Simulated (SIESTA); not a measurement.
TiO2:

```
Ti O
1.0
     4.59984    0.00000    0.00000
     0.00000    4.59984    0.00000
     0.00000    0.00000    2.95921
Ti O
2 4
Cartesian
  0.0000 0.0000 1.4796
  2.2999 2.2999 0.0000
  1.3998 1.3998 1.4796
  0.9001 3.6997 0.0000
  3.6997 0.9001 0.0000
  3.2000 3.2000 1.4796
```

The cell is a database's computed one.

Base run:

* Program: SIESTA 5.4.2
* Functional: APBE
* Potentials or basis: PseudoDojo 0.4 standard (PBE files)
* Basis: DZP (energy shift 0.002 Ry)
* Grid cutoff: 800 Ry
* Energy shift: 0.002 Ry
* k mesh: 6 × 6 × 9
* Occupations: fermi-dirac, width 0.05 eV
* Spin: no spin polarisation

Its results: band gap on the k mesh 1.69 eV, direct; pressure 9.0 GPa; largest force 0.065 eV/Å.

The run is repeated on the same cell with these changes: functional from APBE to B86bPBE. What comes out?

Band gap on the k mesh 1.69 eV, direct; pressure 7.6 GPa; largest force 0.049 eV/Å.

Caveats: semicore shells carry a single zeta, which can move pressures by several GPa and volumes by a few percent; the potentials were made for another functional, which shifts forces and pressure; the basis of atomic orbitals isn't converged, which shifts pressures, moduli and gaps.
